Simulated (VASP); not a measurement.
# Te2Mo (P2_1/m) in VASP: a series of runs

The runs below take Te2Mo through relaxation of cell and atoms, with LDA, PBE+D3(BJ).

Everything below comes from runs of VASP 6.6.1. Logs are shortened: lines on timing, memory, paths and dates and some standing lists are left out, and cuts for length are marked.

### Step 1. Starting point

The structure is monoclinic, space group P2_1/m (No. 11). Conventional cell: a = 6.330 Å, b = 3.469 Å, c = 13.860 Å, α = 90.00°, β = 93.92°, γ = 90.00°. Te (site symmetry m) is surrounded by 3 Mo at 2.70 to 2.71 Å. Around Te (site symmetry m) lie 3 Mo at 2.79 to 2.82 Å. Around Te (site symmetry m) lie 3 Mo at 2.70 Å. Te (site symmetry m) is surrounded by 3 Mo at 2.79 to 2.81 Å. Mo (site symmetry m) has 6 Te at 2.70 to 2.81 Å and 2 Mo at 2.90 Å as nearest neighbours. Mo (site symmetry m) is surrounded by 6 Te at 2.70 to 2.82 Å and 2 Mo at 2.89 Å.

### Step 2. Relaxation of cell and atoms, LDA

INCAR

```
SYSTEM = Te2Mo
ALGO = Normal
EDIFF = 1E-6
EDIFFG = -0.01
ENCUT = 600
GGA = CA
IBRION = 2
ISIF = 3
ISMEAR = 0
KPAR = 4
LASPH = .True.
LCHARG = .False.
LREAL = .False.
LWAVE = .False.
NELM = 80
NSW = 90
PREC = Accurate
SIGMA = 0.03
```

KPOINTS

```
k-points
0
Gamma
  4 8 2
  0 0 0
```

POSCAR

```
Te2Mo
1.0
    6.3300000000      0.0000000000      0.0000000000
    0.0000000000      3.4690000000      0.0000000000
   -0.9467947088      0.0000000000     13.8276237937
Te Mo
8 4
Direct
    0.5568000000      0.7500000000      0.3516000000
    0.4432000000      0.2500000000      0.6484000000
    0.5888000000      0.2500000000      0.1045000000
    0.4112000000      0.7500000000      0.8955000000
    0.0970000000      0.7500000000      0.1486000000
    0.9030000000      0.2500000000      0.8514000000
    0.0563000000      0.2500000000      0.3955000000
    0.9437000000      0.7500000000      0.6045000000
    0.3181000000      0.7500000000      0.5066000000
    0.6819000000      0.2500000000      0.4934000000
    0.1833000000      0.2500000000      0.0074000000
    0.8167000000      0.7500000000      0.9926000000
```

Potentials or basis: VASP PAW LDA potentials, release 64 (Te, Mo_sv).

Run with:

```
$ cat potpaw_LDA.64/Te/POTCAR potpaw_LDA.64/Mo_sv/POTCAR > POTCAR
$ mpirun -np 4 vasp_std > vasp.out
```

OUTCAR:

```text
SYSTEM = Te2Mo
   EDIFF = 1E-6
   EDIFFG = -0.01
   ENCUT = 600
   GGA = CA
   IBRION = 2
   ISIF = 3
   ISMEAR = 0
   LASPH = .True.
   LREAL = .False.
   NELM = 80
   NSW = 90
   PREC = Accurate

 ion  position               nearest neighbor table
   1  0.557  0.750  0.352-  10 2.70  10 2.70   9 2.71   7 3.62   7 3.62
   2  0.443  0.250  0.648-   9 2.70   9 2.70  10 2.71   8 3.62   8 3.62
   3  0.589  0.250  0.105-  12 2.79  12 2.79  11 2.82   4 3.50   4 3.50   5 3.65   5 3.65   5 3.67
                             5 3.67
   4  0.411  0.750  0.895-  11 2.79  11 2.79  12 2.82   3 3.50   3 3.50   6 3.65   6 3.65   6 3.67
                             6 3.67
   5  0.097  0.750  0.149-  11 2.70  11 2.70  12 2.70   3 3.65   3 3.65   3 3.67   3 3.67
   6  0.903  0.250  0.851-  12 2.70  12 2.70  11 2.70   4 3.65   4 3.65   4 3.67   4 3.67
   7  0.056  0.250  0.395-   9 2.79   9 2.79  10 2.81   8 3.49   8 3.49   1 3.62   1 3.62
   8  0.944  0.750  0.605-  10 2.79  10 2.79   9 2.81   7 3.49   7 3.49   2 3.62   2 3.62
   9  0.318  0.750  0.507-   2 2.70   2 2.70   1 2.71   7 2.79   7 2.79   8 2.81  10 2.90  10 2.90

  10  0.682  0.250  0.493-   1 2.70   1 2.70   2 2.71   8 2.79   8 2.79   7 2.81   9 2.90   9 2.90

  11  0.183  0.250  0.007-   5 2.70   5 2.70   6 2.70   4 2.79   4 2.79   3 2.82  12 2.89  12 2.89

  12  0.817  0.750  0.993-   6 2.70   6 2.70   5 2.70   3 2.79   3 2.79   4 2.82  11 2.89  11 2.89

  LATTYP: Found a simple monoclinic cell.
 ALAT       =     6.3300000000
 B/A-ratio  =     0.5480252765
 C/A-ratio  =     2.1895734597
 COS(beta)  =    -0.0683113066

  Lattice vectors:

 A1 = (   6.3300000000,   0.0000000000,   0.0000000000)
 A2 = (   0.0000000000,   3.4690000000,   0.0000000000)
 A3 = (  -0.9467947088,   0.0000000000,  13.8276237937)

Analysis of symmetry for initial positions (statically):
=====================================================================
 Subroutine PRICEL returns:
 Original cell was already a primitive cell.

 Routine SETGRP: Setting up the symmetry group for a
 simple monoclinic supercell.

 Subroutine GETGRP returns: Found  4 space group operations
 (whereof  2 operations were pure point group operations)
 out of a pool of  4 trial point group operations.

The static configuration has the point symmetry S_2 .
 The point group associated with its full space group is C_2h.

Analysis of symmetry for dynamics (positions and initial velocities):
=====================================================================
 Subroutine PRICEL returns:
 Original cell was already a primitive cell.

 Routine SETGRP: Setting up the symmetry group for a
 simple monoclinic supercell.

 Subroutine GETGRP returns: Found  4 space group operations
 (whereof  2 operations were pure point group operations)
 out of a pool of  4 trial point group operations.

The dynamic configuration has the point symmetry S_2 .
 The point group associated with its full space group is C_2h.

 Subroutine INISYM returns: Found  4 space group operations
 (whereof  2 operations are pure point group operations),
 and found     1 'primitive' translations

----------------------------------------------------------------------------------------

                                     Primitive cell

  volume of cell :     303.6376

  direct lattice vectors                    reciprocal lattice vectors
     6.330000000  0.000000000  0.000000000     0.157977883  0.000000000  0.010816943
     0.000000000  3.469000000  0.000000000     0.000000000  0.288267512  0.000000000
    -0.946794709  0.000000000 13.827623794     0.000000000  0.000000000  0.072319005

  length of vectors
     6.330000000  3.469000000 13.860000000     0.158347775  0.288267512  0.072319005

  position of ions in fractional coordinates (direct lattice)
     0.556800000  0.750000000  0.351600000
     0.443200000  0.250000000  0.648400000
     0.588800000  0.250000000  0.104500000
     0.411200000  0.750000000  0.895500000
     0.097000000  0.750000000  0.148600000
     0.903000000  0.250000000  0.851400000
     0.056300000  0.250000000  0.395500000
     0.943700000  0.750000000  0.604500000
     0.318100000  0.750000000  0.506600000
     0.681900000  0.250000000  0.493400000
     0.183300000  0.250000000  0.007400000
     0.816700000  0.750000000  0.992600000

  ion indices of the primitive-cell ions
   primitive index   ion index
                 1           1
                 2           2
                 3           3
                 4           4
[... 31 lines left out ...]
 ===========================================

 Found     30 irreducible k-points:

 Following reciprocal coordinates:
            Coordinates               Weight
  0.000000  0.000000  0.000000      1.000000
  0.250000  0.000000  0.000000      2.000000
  0.500000  0.000000  0.000000      1.000000
  0.000000  0.125000  0.000000      2.000000
  0.250000  0.125000  0.000000      4.000000
  0.500000  0.125000  0.000000      2.000000
[... 16 lines left out ...]
  0.250000  0.250000  0.500000      4.000000
  0.500000  0.250000  0.500000      2.000000
 [... further k-points ...]
   k-points           NKPTS =     30   k-points in BZ     NKDIM =     30   number of bands    NBANDS=     62
   number of dos      NEDOS =    301   number of ions     NIONS =     12
   total plane-waves  NPLWV = 169344
   dimension x,y,z NGX =    54 NGY =   28 NGZ =  112
   dimension x,y,z NGXF=   108 NGYF=   56 NGZF=  224
   ions per type =               8   4
   NGX,Y,Z   is equivalent  to a cutoff of  14.18, 13.42, 13.43 a.u.
   NGXF,Y,Z  is equivalent  to a cutoff of  28.36, 26.84, 26.87 a.u.
 SYSTEM =  Te2Mo
   PREC   = accura    normal or accurate (medium, high low for compatibility)
   ISTART =      0    job   : 0-new  1-cont  2-samecut
   ICHARG =      2    charge: 1-file 2-atom 10-const
   ISPIN  =      1    spin polarized calculation?
   LNONCOLLINEAR =      F non collinear calculations
   LSORBIT =      F    spin-orbit coupling
   LASPH  =      T    aspherical Exc in radial PAW
   ENCUT  =  600.0 eV  44.10 Ry    6.64 a.u.  12.64  6.93 27.68*2*pi/ulx,y,z
   NELM   =     80;   NELMIN=  2; NELMDL= -5     # of ELM steps
   EDIFF  = 0.1E-05   stopping-criterion for ELM
   LREAL  =      F    real-space projection
   EDIFFG = -.1E-01   stopping-criterion for IOM
   NSW    =     90    number of steps for IOM
   IBRION =      2    ionic relax: 0-MD 1-quasi-New 2-CG
   NFREE  =      1    steps in history (QN), initial steepest desc. (CG)
   ISIF   =      3    stress and relaxation
   ISYM   =      2    0-nonsym 1-usesym 2-fastsym
   POTIM  = 0.5000    time-step for ionic-motion
   TEBEG  =    0.0;   TEEND  =   0.0 temperature during run
   PSTRESS=    0.0 pullay stress
   NELECT =     104.0000    total number of electrons
   NUPDOWN=      -1.0000    fix difference up-down
   EMIN   =  10.00;   EMAX   =-10.00  energy-range for DOS
   EFERMI =   0.00;   METHOD = LEGACY
   ISMEAR =     0;   SIGMA  =   0.03  broadening in eV -4-tet -1-fermi 0-gaus
   EFERMI_NEDOS =   21; number of points for ismear=-14 and -15
   IALGO  =     38    algorithm
   IMIX   =      4    mixing-type and parameters
     AMIX     =   0.40;   BMIX     =  1.00
     AMIX_MAG =   1.60;   BMIX_MAG =  1.00
  volume/ion in A,a.u.               =      25.30       170.75
  Fermi-wavevector in a.u.,A,eV,Ry     =   1.145427  2.164543 17.850885  1.312003
  Thomas-Fermi vector in A             =   2.282115
   LORBIT       =      0    0 simple, 1 ext, 2 COOP (PROOUT), +10 PAW based schemes
   GGA     = CA    functional components
   LHFCALC =     F    Hartree Fock is set to
   AEXX    =    0.0000 exact exchange contribution
   IVDW    =     0    specifies the selected vdW correction
   LEPSILON=     F    determine dielectric tensor
   LRPA    =     F    only Hartree local field effects (RPA)
 conjugate gradient relaxation of ions
 non-spin polarized calculation
 Gauss-broadening in eV      SIGMA  =   0.03
  energy-cutoff  :      600.00
  volume of cell :      303.64
 maximum number of plane-waves:     10184
 NGX is ok and might be reduce to    54
   NGX = 25   NGY = 13   NGZ = 55

--------------------------------------- Ionic step        1  -------------------------------------------

 number of electron     104.0000003 magnetization

 Free energy of the ion-electron system (eV)
  ---------------------------------------------------
  ext. energy  EPLUGINS =         0.00000000
  ---------------------------------------------------
  free energy    TOTEN  =       -82.18884960 eV

  energy without entropy =      -82.18628387  energy(sigma->0) =      -82.18756673

------------------------ aborting loop because EDIFF is reached ----------------------------------------

  FORCE on cell =-STRESS in cart. coord.  units (eV):
  Direction    XX          YY          ZZ          XY          YZ          ZX
  --------------------------------------------------------------------------------------
  -------------------------------------------------------------------------------------
  Total       -5.3942686     -5.9840448     -6.6964295      0.0000000      0.0000000      0.1686116
  in kB      -28.4634532    -31.5754719    -35.3344485      0.0000000      0.0000000      0.8896978
  external PRESSURE =     -31.7911245 kB  Pullay stress =       0.0000000 kB
[... 119 lines left out ...]
  FREE ENERGIE OF THE ION-ELECTRON SYSTEM (eV)
  ---------------------------------------------------
  free  energy   TOTEN  =       -82.2789048491 eV

  energy  without entropy=      -82.2768754815  energy(sigma->0) =      -82.27789017

[... ionic steps 4 to 14 ...]

--------------------------------------- Ionic step       15  -------------------------------------------

 number of electron     103.9999994 magnetization

------------------------ aborting loop because EDIFF is reached ----------------------------------------
[... 87 lines left out ...]
--------------------------------------- Ionic step       17  -------------------------------------------

 number of electron     103.9999994 magnetization

 Free energy of the ion-electron system (eV)
  ---------------------------------------------------
  ext. energy  EPLUGINS =         0.00000000
  ---------------------------------------------------
  free energy    TOTEN  =       -82.31669729 eV

  energy without entropy =      -82.31534592  energy(sigma->0) =      -82.31602161

 E-fermi :   8.8962     XC(G=0): -10.8524

 val. band max:        8.8874534080   @ k =   0.0000   0.2500   0.5000
 cond. band min:       8.9195291923   @ k =   0.2500   0.0000   0.5000
 fundamental gap:      0.0320757842
 Fermi energy:         8.8962074067

 k-point     1 :       0.0000    0.0000    0.0000
  band No.  band energies     occupation
      1     -51.8676      2.00000
      2     -51.8345      2.00000
      3     -51.8005      2.00000
      4     -51.7690      2.00000
      5     -26.3477      2.00000
      6     -26.3134      2.00000
[... 1549 lines left out ...]
     61      10.8565      0.00000
     62      10.8874      0.00000

 [... further k-points ...]
[... 5 lines left out ...]
  --------------------------------------------------------------------------------------
  -------------------------------------------------------------------------------------
  Total        0.0051874      0.0029929      0.0472386      0.0000000      0.0000000      0.0358593
  in kB        0.0288539      0.0166475      0.2627535      0.0000000      0.0000000      0.1994587
  external PRESSURE =       0.1027516 kB  Pullay stress =       0.0000000 kB
[... 27 lines left out ...]
  FREE ENERGIE OF THE ION-ELECTRON SYSTEM (eV)
  ---------------------------------------------------
  free  energy   TOTEN  =       -82.3166972943 eV

  energy  without entropy=      -82.3153459225  energy(sigma->0) =      -82.31602161

 reached required accuracy - stopping structural energy minimisation
```

Run time: 50 min. Hardware: 4 MPI ranks of Intel Xeon Platinum 8488C (Sapphire Rapids), shared host; peak memory 0.72 GiB.

What came out:

| Quantity | Value |
| --- | --- |
| Free energy | -82.3167 eV |
| Relaxed volume | 24.00 Å³/atom |
| Relaxed cell | a = 6.306 Å, b = 3.444 Å, c = 13.291 Å, α = 90.00°, β = 93.89°, γ = 90.00° |
| Space group after relaxing (to 0.05 Å) | P2_1/m (No. 11) |
| Energy gained by relaxing | 10.7 meV/atom |
| Ionic steps | 17 |
| Pressure after relaxing | 0.0 GPa |
| Largest force after relaxing | 0.010 eV/Å |
| Band gap on the k mesh | none (metal or under the smearing width) |

Forces on the atoms (eV/Å):
```
Te   0.006  0.000 -0.007
Te  -0.006  0.000  0.007
Te  -0.006  0.000 -0.007
Te   0.006  0.000  0.007
Te  -0.008  0.000  0.005
Te   0.008  0.000 -0.005
Te   0.004  0.000  0.006
Te  -0.004  0.000 -0.006
Mo   0.002  0.000  0.003
Mo  -0.002  0.000 -0.003
Mo   0.002  0.000  0.004
Mo  -0.002  0.000 -0.004
```

Step by step:
```
step  energy change (eV)  largest force (eV/Å)  pressure (GPa)  volume (Å³)
   1              0.0000                0.3573           -3.18       303.64
   2              0.1962                1.2643            6.19       282.10
   3             -0.0901                0.1980           -0.13       295.65
   4             -0.0901                0.2094           -0.07       295.49
   5             -0.0980                0.1358           -0.04       294.64
   6             -0.1026                0.1709            0.03       293.19
   7             -0.1075                0.1219           -0.01       292.70
   8             -0.1116                0.0637           -0.09       291.39
   9             -0.1165                0.0761            0.04       290.41
  10             -0.1191                0.1284            0.22       289.12
  11             -0.1230                0.1179           -0.36       289.70
  12             -0.1233                0.1195           -0.25       289.59
  13             -0.1260                0.0737            0.05       288.38
  14             -0.1260                0.0777            0.08       288.25
  15             -0.1277                0.0281           -0.01       288.17
  16             -0.1277                0.0319           -0.02       288.16
  17             -0.1278                0.0099            0.01       288.04
```

Final structure:
```cif
data_structure
_symmetry_space_group_name_H-M 'P 1'
_symmetry_Int_Tables_number 1
_cell_length_a 6.3064
_cell_length_b 3.4444
_cell_length_c 13.2914
_cell_angle_alpha 90.000
_cell_angle_beta 93.888
_cell_angle_gamma 90.000
_cell_volume 288.04
loop_
_atom_site_label
_atom_site_type_symbol
_atom_site_fract_x
_atom_site_fract_y
_atom_site_fract_z
_atom_site_occupancy
Te1 Te 0.55771 0.75000 0.34684 1
Te2 Te 0.44229 0.25000 0.65316 1
Te3 Te 0.58737 0.25000 0.10532 1
Te4 Te 0.41263 0.75000 0.89468 1
Te5 Te 0.09548 0.75000 0.15355 1
Te6 Te 0.90452 0.25000 0.84645 1
Te7 Te 0.05497 0.25000 0.39439 1
Te8 Te 0.94503 0.75000 0.60561 1
Mo1 Mo 0.31960 0.75000 0.50627 1
Mo2 Mo 0.68040 0.25000 0.49373 1
Mo3 Mo 0.18274 0.25000 0.00750 1
Mo4 Mo 0.81726 0.75000 0.99250 1
```

Spin-orbit coupling is left out, which matters for the levels of Te. Zero-point motion and thermal expansion aren't in these numbers.

(Part 1 of 3 ends here.)
